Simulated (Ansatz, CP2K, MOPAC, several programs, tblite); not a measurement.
# What each method gives for Ag2O (Pn-3m)

A 6-atom cell of Ag2O started from a crystallographic database, relaxed with r2SCAN in Ansatz, was computed with several methods. Space group Pn-3m (No. 224), cubic; a = 4.756 Å in the conventional setting, 17.93 Å³ an atom. Around Ag lie 2 O at 2.06 Å; around O lie 4 Ag at 2.06 Å. The values are computed, spin-unpolarised, and not measurements.

```yaml
crystal:
  lattice:
    - [4.75612, 0.00000, 0.00000]
    - [0.00000, 4.75612, 0.00000]
    - [0.00000, 0.00000, 4.75612]
  atoms:
    - { symbol: Ag, position: [0.25000, 0.25000, 0.25000] }
    - { symbol: Ag, position: [0.25000, 0.75000, 0.75000] }
    - { symbol: Ag, position: [0.75000, 0.75000, 0.25000] }
    - { symbol: Ag, position: [0.75000, 0.25000, 0.75000] }
    - { symbol: O, position: [0.00000, 0.00000, 0.00000] }
    - { symbol: O, position: [0.50000, 0.50000, 0.50000] }
```

Gaps and times are for a single point on this cell; volume and bulk modulus come from each method's own relaxation or energy curve at fixed shape. Times are rough, from shared hosts (Arm Neoverse V2), and each method has its own mesh and cell size. PM7 (MOPAC): levels, charges or heat of formation failed a check of plausibility, so no values are given. A star marks a curve whose lowest point is an end point. PM7 (MOPAC), GFN1-xTB (tblite), GFN2-xTB (tblite) treat a cluster of cells at its zone centre, which samples few k points: where these miss a band edge, the gap comes out too large for that reason alone. Gaps from k meshes are read at a limited set of points (mesh, symmetry points, PBE's band edges), so each method's own least gap may be somewhat smaller. xTB and the PM methods were fitted mostly to molecules, and can miss a solid's gap by electronvolts. Minimal bases can be far off for gaps. d marks a direct gap, i an indirect one (no mark: not told apart), a dash a value that wasn't computed or didn't pass its checks.

```
                              method              kind  gap (eV)  own volume (Å³/atom)  bulk modulus (GPa)  atoms computed  processor time
light PBE (260 eV and a coarse mesh)  light plane-wave         0                     –                   –               6           1.2 s
                   GFN1-xTB (tblite)     tight binding      0.60                19.56*                 67*              48           1.7 s
                   GFN2-xTB (tblite)     tight binding      0.34                     –                   –              48           3.6 s
                                 PBE         semilocal         0                 18.57                  70               6           5.7 s
                              r2SCAN         semilocal    0.24 d                 17.93                  83               6            14 s
                      PBE/SZV (CP2K)       small basis    0.31 d                19.93*                 62*               6            14 s
                     PBE/DZVP (CP2K)       small basis         0                 18.91                  68               6            56 s
                         PM7 (MOPAC)    semi-empirical         –                     –                   –              48            71 s
```

Against r2SCAN (0.24 eV) and with closed or daggered gaps left aside, the nearest gap at the points sampled is that of PBE/SZV (CP2K) (+0.07 eV) and the farthest that of GFN1-xTB (tblite) (+0.36 eV). r2SCAN is only a yardstick of convenience: semilocal gaps usually lie below measured ones, which GLLB-SC and hybrids aim to mend.

Volumes against r2SCAN's: PBE +3.6 %, PBE/DZVP (CP2K) +5.5 %.

With PBE the bands overlap or touch, or nearly. Semilocal functionals can close a real gap, so this doesn't show a metal; small gaps of other methods may in turn close between the points read or with spin-orbit coupling, and the solid may be a semimetal.

The runs are scalar-relativistic, without spin-orbit coupling.
